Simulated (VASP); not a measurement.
# CdH (P6_3/mmc) in VASP: notebook, part 2 of 2

VASP 6.6.1. Earlier steps stand in the parts before.

### Step 3. Relaxation of cell and atoms, PBE (4 H put on empty site 1 of 1 host cells, relaxed)

INCAR

```
PREC     = Accurate       # precision mode
ENCUT    = 600            # plane-wave cutoff, eV
EDIFF    = 1E-6           # SCF threshold, eV
ISMEAR   = 0              # smearing method
SIGMA    = 0.1            # smearing width, eV
LREAL    = F              # projectors in reciprocal space
LASPH    = T              # aspherical terms in the spheres
NELM     = 100            # most SCF steps
ALGO     = Normal         # electronic algorithm
ISIF     = 3              # what is computed and relaxed
LWAVE    = F              # write WAVECAR
LCHARG   = F              # write CHGCAR
GGA      = PE             # functional
IBRION   = 2              # ionic algorithm
NSW      = 90             # ionic steps
EDIFFG   = -0.0325        # ionic threshold
```

KPOINTS

```
Automatic mesh
0
Gamma
  6 6 2
```

POSCAR

```
CdH
1.0
    3.0004515812      0.0000000000      0.0000000000
   -1.5002257906      2.5984672921      0.0000000000
    0.0000000000      0.0000000000     11.8769109110
Cd H
4 4
Direct
    1.0000000000      1.0000000000      0.0000000000
    0.3333333333      0.6666666667      0.2500000000
    1.0000000000      1.0000000000      0.5000000000
    0.6666666667      0.3333333333      0.7500000000
    0.3333333333      0.6666666667      0.6190476190
    0.6666666667      0.3333333333      0.3809523810
    0.6666666667      0.3333333333      0.1190476190
    0.3333333333      0.6666666667      0.8809523810
```

Potentials or basis: VASP PAW PBE potentials, release 64 (Cd, H).

Started as:

```bash
$ cat potpaw_PBE.64/Cd/POTCAR potpaw_PBE.64/H/POTCAR > POTCAR
$ mpirun -np 1 vasp_std > vasp.out
```

OUTCAR:

```text
PREC = Accurate
   ENCUT = 600
   EDIFF = 1E-6
   ISMEAR = 0
   LREAL = F
   LASPH = T
   NELM = 100
   ISIF = 3
   GGA = PE
   IBRION = 2
   NSW = 90
   EDIFFG = -0.0325

 ion  position               nearest neighbor table
   1  0.000  0.000  0.000-   7 2.24   8 2.24   8 2.24   7 2.24   7 2.24   8 2.24   2 3.44   4 3.44
                             2 3.44   4 3.44   2 3.44   4 3.44
   2  0.333  0.667  0.250-   6 2.33   7 2.33   6 2.33   7 2.33   6 2.33   7 2.33   1 3.44   3 3.44
                             1 3.44   3 3.44   1 3.44   3 3.44
   3  0.000  0.000  0.500-   5 2.24   6 2.24   5 2.24   6 2.24   6 2.24   5 2.24   2 3.44   4 3.44
                             2 3.44   4 3.44   2 3.44   4 3.44
   4  0.667  0.333  0.750-   5 2.33   8 2.33   5 2.33   8 2.33   5 2.33   8 2.33   1 3.44   3 3.44
                             1 3.44   3 3.44   1 3.44   3 3.44
   5  0.333  0.667  0.619-   3 2.24   3 2.24   3 2.24   4 2.33   4 2.33   4 2.33
   6  0.667  0.333  0.381-   3 2.24   3 2.24   3 2.24   2 2.33   2 2.33   2 2.33
   7  0.667  0.333  0.119-   1 2.24   1 2.24   1 2.24   2 2.33   2 2.33   2 2.33
   8  0.333  0.667  0.881-   1 2.24   1 2.24   1 2.24   4 2.33   4 2.33   4 2.33

  LATTYP: Found a hexagonal cell.
 ALAT       =     3.0004515812
 C/A-ratio  =     3.9583744612

  Lattice vectors:

 A1 = (   3.0004515812,   0.0000000000,   0.0000000000)
 A2 = (  -1.5002257906,   2.5984672921,   0.0000000000)
 A3 = (   0.0000000000,   0.0000000000,  11.8769109110)

Analysis of symmetry for initial positions (statically):
=====================================================================
 Subroutine PRICEL returns:
 Original cell was already a primitive cell.

 Routine SETGRP: Setting up the symmetry group for a
 hexagonal supercell.

 Subroutine GETGRP returns: Found 24 space group operations
 (whereof 12 operations were pure point group operations)
 out of a pool of 24 trial point group operations.

The static configuration has the point symmetry D_3d.
 The point group associated with its full space group is D_6h.

Analysis of symmetry for dynamics (positions and initial velocities):
=====================================================================
 Subroutine PRICEL returns:
 Original cell was already a primitive cell.

 Routine SETGRP: Setting up the symmetry group for a
 hexagonal supercell.

 Subroutine GETGRP returns: Found 24 space group operations
 (whereof 12 operations were pure point group operations)
 out of a pool of 24 trial point group operations.

The dynamic configuration has the point symmetry D_3d.
 The point group associated with its full space group is D_6h.

 Subroutine INISYM returns: Found 24 space group operations
 (whereof 12 operations are pure point group operations),
 and found     1 'primitive' translations

----------------------------------------------------------------------------------------

                                     Primitive cell

  volume of cell :      92.5992

  direct lattice vectors                    reciprocal lattice vectors
     3.000451581  0.000000000  0.000000000     0.333283165  0.192421125  0.000000000
    -1.500225791  2.598467292  0.000000000     0.000000000  0.384842250  0.000000000
     0.000000000  0.000000000 11.876910911     0.000000000  0.000000000  0.084196977

  length of vectors
     3.000451581  3.000451581 11.876910911     0.384842250  0.384842250  0.084196977

  position of ions in fractional coordinates (direct lattice)
     0.000000000  0.000000000  0.000000000
     0.333333333  0.666666667  0.250000000
     0.000000000  0.000000000  0.500000000
     0.666666667  0.333333333  0.750000000
     0.333333333  0.666666667  0.619047619
     0.666666667  0.333333333  0.380952381
     0.666666667  0.333333333  0.119047619
[... 71 lines left out ...]
   ENCUT  =  600.0 eV  44.10 Ry    6.64 a.u.   5.99  5.99 23.72*2*pi/ulx,y,z
   NELM   =    100;   NELMIN=  2; NELMDL= -5     # of ELM steps
   EDIFF  = 0.1E-05   stopping-criterion for ELM
   LREAL  =      F    real-space projection
   EDIFFG = -.3E-01   stopping-criterion for IOM
   NSW    =     90    number of steps for IOM
   IBRION =      2    ionic relax: 0-MD 1-quasi-New 2-CG
   NFREE  =      1    steps in history (QN), initial steepest desc. (CG)
   ISIF   =      3    stress and relaxation
   ISYM   =      2    0-nonsym 1-usesym 2-fastsym
   POTIM  = 0.5000    time-step for ionic-motion
   TEBEG  =    0.0;   TEEND  =   0.0 temperature during run
   PSTRESS=    0.0 pullay stress
   NELECT =      52.0000    total number of electrons
   NUPDOWN=      -1.0000    fix difference up-down
   EMIN   =  10.00;   EMAX   =-10.00  energy-range for DOS
   EFERMI =   0.00;   METHOD = LEGACY
   ISMEAR =     0;   SIGMA  =   0.10  broadening in eV -4-tet -1-fermi 0-gaus
   EFERMI_NEDOS =   21; number of points for ismear=-14 and -15
   IALGO  =     38    algorithm
   IMIX   =      4    mixing-type and parameters
     AMIX     =   0.40;   BMIX     =  1.00
     AMIX_MAG =   1.60;   BMIX_MAG =  1.00
  volume/ion in A,a.u.               =      11.57        78.11
  Fermi-wavevector in a.u.,A,eV,Ry     =   1.350642  2.552343 24.820197  1.824233
  Thomas-Fermi vector in A             =   2.478129
   LORBIT       =      0    0 simple, 1 ext, 2 COOP (PROOUT), +10 PAW based schemes
   GGA     = PE    functional components
   LHFCALC =     F    Hartree Fock is set to
   AEXX    =    0.0000 exact exchange contribution
   IVDW    =     0    specifies the selected vdW correction
   LEPSILON=     F    determine dielectric tensor
   LRPA    =     F    only Hartree local field effects (RPA)
 conjugate gradient relaxation of ions
 non-spin polarized calculation
 Gauss-broadening in eV      SIGMA  =   0.10
  energy-cutoff  :      600.00
  volume of cell :       92.60
 maximum number of plane-waves:      3144
 NGX is ok and might be reduce to    24
   NGX = 11   NGY = 11   NGZ = 47

--------------------------------------- Ionic step        1  -------------------------------------------

 number of electron      52.0000003 magnetization

 Free energy of the ion-electron system (eV)
  ---------------------------------------------------
  ext. energy  EPLUGINS =         0.00000000
  ---------------------------------------------------
  free energy    TOTEN  =       -11.22180490 eV

  energy without entropy =      -11.20621423  energy(sigma->0) =      -11.21400956

------------------------ aborting loop because EDIFF is reached ----------------------------------------

  FORCE on cell =-STRESS in cart. coord.  units (eV):
  Direction    XX          YY          ZZ          XY          YZ          ZX
  --------------------------------------------------------------------------------------
  -------------------------------------------------------------------------------------
  Total        8.5061052      8.5061052      7.7358436     -0.0000000      0.0000000      0.0000000
  in kB      147.1749707    147.1749707    133.8476915     -0.0000000      0.0000000      0.0000000
  external PRESSURE =     142.7325443 kB  Pullay stress =       0.0000000 kB
[... 107 lines left out ...]
  FREE ENERGIE OF THE ION-ELECTRON SYSTEM (eV)
  ---------------------------------------------------
  free  energy   TOTEN  =       -11.9451521906 eV

  energy  without entropy=      -11.9228739159  energy(sigma->0) =      -11.93401305

 E-fermi :   1.6044     XC(G=0): -10.0418

 val. band max:        1.3903836808   @ k =   0.3333   0.3333   0.5000
 cond. band min:       1.6481236998   @ k =   0.5000   0.0000   0.5000
 fundamental gap:      0.2577400190
 Fermi energy:         1.6043985826

 k-point     1 :       0.0000    0.0000    0.0000
  band No.  band energies     occupation
      1      -8.2633      2.00000
      2      -8.2140      2.00000
      3      -7.4236      2.00000
      4      -7.4236      2.00000
      5      -7.4230      2.00000
      6      -7.4230      2.00000
[... 465 lines left out ...]
     30       3.6810      0.00000
     31       3.8274      0.00000

[... ionic steps 4 to 19 ...]

--------------------------------------- Ionic step       20  -------------------------------------------

 number of electron      51.9999966 magnetization

------------------------ aborting loop because EDIFF is reached ----------------------------------------
[... 79 lines left out ...]
--------------------------------------- Ionic step       22  -------------------------------------------

 number of electron      51.9999964 magnetization

 Free energy of the ion-electron system (eV)
  ---------------------------------------------------
  ext. energy  EPLUGINS =         0.00000000
  ---------------------------------------------------
  free energy    TOTEN  =       -13.57334333 eV

  energy without entropy =      -13.56430758  energy(sigma->0) =      -13.56882546

 E-fermi :   1.1634     XC(G=0):  -9.4549

 val. band max:        1.1580407648   @ k =   0.3333   0.3333   0.5000
 cond. band min:       1.2567302203   @ k =   0.3333   0.3333   0.0000
 fundamental gap:      0.0986894555
 Fermi energy:         1.1634152509

 k-point     1 :       0.0000    0.0000    0.0000
  band No.  band energies     occupation
      1      -8.9057      2.00000
      2      -8.8953      2.00000
      3      -8.0888      2.00000
      4      -8.0888      2.00000
      5      -8.0888      2.00000
      6      -8.0888      2.00000
[... 500 lines left out ...]
  FREE ENERGIE OF THE ION-ELECTRON SYSTEM (eV)
  ---------------------------------------------------
  free  energy   TOTEN  =       -13.5733433297 eV

  energy  without entropy=      -13.5643075803  energy(sigma->0) =      -13.56882546

 reached required accuracy - stopping structural energy minimisation
```

Wall time 8.5 min (1 thread of Intel Xeon Platinum 8488C (Sapphire Rapids), shared host); peak memory 0.25 GiB.

Results:

```
Free energy                            : -13.5733 eV
Relaxed volume                         : 16.24 Å³/atom
Relaxed cell                           : a = 3.167 Å, b = 3.167 Å, c = 14.959 Å, α = 90.00°, β = 90.00°, γ = 120.00°
Space group after relaxing (to 0.05 Å) : P6_3/mmc (No. 194)
Energy gained by relaxing              : 293.9 meV/atom
Ionic steps                            : 22
Pressure after relaxing                : -0.2 GPa
Largest force after relaxing           : 0.030 eV/Å
Band gap on the k mesh                 : none (metal or under the smearing width)
```

Forces in eV/Å, atoms in the order of the input:
```
Cd   0.000  0.000  0.000
Cd   0.000  0.000  0.000
Cd   0.000  0.000  0.000
Cd   0.000  0.000  0.000
H    0.000  0.000 -0.030
H    0.000  0.000  0.030
H    0.000  0.000 -0.030
H    0.000  0.000  0.030
```

Step by step:
| step | energy change (eV) | largest force (eV/Å) | pressure (GPa) | volume (Å³) |
| --- | --- | --- | --- | --- |
| 1 | 0.0000 | 0.2824 | 14.27 | 92.60 |
| 2 | -0.6893 | 0.3767 | 2.17 | 107.12 |
| 3 | -0.7233 | 0.4558 | -0.78 | 113.74 |
| 4 | -0.7259 | 0.4385 | -0.25 | 112.39 |
| 5 | -0.7755 | 0.6010 | -0.20 | 112.60 |
| 6 | -0.9792 | 0.7473 | -0.22 | 113.25 |
| 7 | -1.4378 | 0.7954 | 0.07 | 114.54 |
| 8 | -2.1222 | 0.1971 | 1.61 | 117.12 |
| 9 | -2.1591 | 0.2108 | 2.81 | 118.33 |
| 10 | -2.1705 | 0.0756 | 2.42 | 117.94 |
| 11 | -2.2214 | 0.1465 | 1.74 | 121.16 |
| 12 | -2.2493 | 0.2422 | 1.01 | 125.77 |
| 13 | -2.2797 | 0.1693 | 0.52 | 126.87 |
| 14 | -2.3169 | 0.0158 | -0.63 | 129.61 |
| 15 | -2.3176 | 0.0461 | -0.85 | 130.07 |
| 16 | -2.3400 | 0.0483 | -0.32 | 128.54 |
| 17 | -2.3466 | 0.0493 | 0.15 | 127.19 |
| 18 | -2.3482 | 0.0458 | 0.05 | 127.65 |
| 19 | -2.3495 | 0.0426 | -0.01 | 128.11 |
| 20 | -2.3512 | 0.0364 | -0.08 | 129.04 |
| 21 | -2.3509 | 0.0244 | -0.27 | 130.88 |
| 22 | -2.3515 | 0.0301 | -0.18 | 129.95 |

Final structure:
```yaml
crystal:
  lattice:
    - [3.16711, 0.00000, 0.00000]
    - [-1.58356, 2.74280, 0.00000]
    - [0.00000, 0.00000, 14.95940]
  atoms:
    - { symbol: Cd, position: [0.00000, 0.00000, 0.00000] }
    - { symbol: Cd, position: [0.33333, 0.66667, 0.25000] }
    - { symbol: Cd, position: [0.00000, 0.00000, 0.50000] }
    - { symbol: Cd, position: [0.66667, 0.33333, 0.75000] }
    - { symbol: H, position: [0.33333, 0.66667, 0.56924] }
    - { symbol: H, position: [0.66667, 0.33333, 0.43076] }
    - { symbol: H, position: [0.66667, 0.33333, 0.06924] }
    - { symbol: H, position: [0.33333, 0.66667, 0.93076] }
```

Caveat: the k mesh is coarse (spacing up to 0.40 Å⁻¹), so the values aren't converged; the volume moved by over 15 % at a fixed basis, so the end points are rough.
